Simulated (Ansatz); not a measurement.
Structure relaxation of Si

Theory: DFT PBE, scalar-relativistic, plane waves, PAW in Ansatz.

The start puts Si on the hcp structure type (P6_3/mmc, No. 194), at a guessed volume.

Input of the last, converged step (default PAW datasets):

```yaml
crystal:
  lattice:
    - [2.7063290953, 0.0, 0.0]
    - [-1.3531645476, 2.3437497475, 0.0]
    - [0.0, 0.0, 4.4997687546]
  atoms:
    - { symbol: Si, position: [0.3333333333, 0.6666666667, 0.25] }
    - { symbol: Si, position: [0.6666666667, 0.3333333333, 0.75] }
basis:
  ecutwfc: 420
kpoints:
  mp_grid: { grid: [24, 24, 12] }
hamiltonian:
  xc: pbe
scf:
  occupations: { method: gaussian, width: 0.1 }
output:
  forces: true
  stress: true
  eigenvalues: true
relax:
  adjacent_minimum: "off"
  f_tol: 0.01
  max_steps: 80
  cell: { stress_tol: 0.05 }
```

It can be run as:

```bash
ansatz run input.yaml --threads 1 --pin off --backend cpu --events-out ev --progress --plain --runs-dir out  # memory cap (--max-ram) not shown
```

The program printed at the end:

```
SCF converged after 8 iterations
Free energy (F): -1270.616691 eV
Harris-Foulkes:  -1270.616691 eV  (|F-HF|=2.27e-13)
Internal energy: -1270.612871 eV  (E = F + TS)
E sigma→0 (E₀):  -1270.614781 eV
Entropy (-TS):   -0.003819 eV (-1.910 meV/atom)
Fermi energy:    10.837011 eV
--- Per-component energies (eV) ---
  E_band       = 40.733765
  E_kinetic    = 82.301410
  E_local      = 5.794257  (includes V_loc(G=0)·N_el)
  E_nonlocal   = 50.599909
  E_hartree    = 0.850249
  E_xc         = -112.193166
  E_vxc        = -95.879688  (∫ρ·V_xc dr)
  E_paw        = -1024.274685  (= ΣΔE_a)
  E_vpaw       = -3.782635  (= ΣTr[D̂ρ^β])
  E_aug_tail   = 0.000015  (compensation charges beyond the density's cutoff)
  E_ewald      = -273.690859
  E_smearing   = -0.003819  (= −TS)
  E_closure    =  0.000000  (closes the sum)
  Σ components = -1270.616691   (vs F -1270.616691, Δ=0.00e0)
--- Forces (eV/Å), atoms counted from 1 ---
  atom   1  Si     0.00000000     0.00000000     0.00000000
  atom   2  Si     0.00000000     0.00000000     0.00000000
  max |Σ_I F_I| component: 5.55e-17 eV/Å
--- Stress (GPa, compression-positive) ---
       -0.000491       0.000000       0.000000
        0.000000      -0.000491       0.000000
        0.000000       0.000000       0.021199
  P = ⅓ Tr σ = 0.0067 GPa (0.067 kbar)
--- Relaxed structure (5 steps of the walk, 5 accepted, 1 SCFs on fresh bases) ---
  F+E_penalty+E_count = -1270.61669082 eV   max|allowed force component| = 1.018e-16 eV/Å   (the final SCF, on the basis selected at the relaxed cell)
  cell:  # Å, volume = 28.7191 Å³
    - [2.687802, 0.000000, 0.0]
    - [-1.343901, 2.327705, 0.0]
    - [0.0, 0.0, 4.590353]
  atoms:
    - { symbol: Si, position: [0.333333, 0.666667, 0.25] }
    - { symbol: Si, position: [0.666667, 0.333333, 0.75] }
```

Absolute energies hang on the potentials; compare differences alone.

The result has space group P6_3/mmc (No. 194). Around Si lie 12 Si at 2.69–2.77 Å.

It lies 0.50 eV/atom above the element's standard state at the same level.

The k mesh leaves about 4 meV/atom of noise in metals.

A structure relaxed within its symmetry needn't be a true minimum.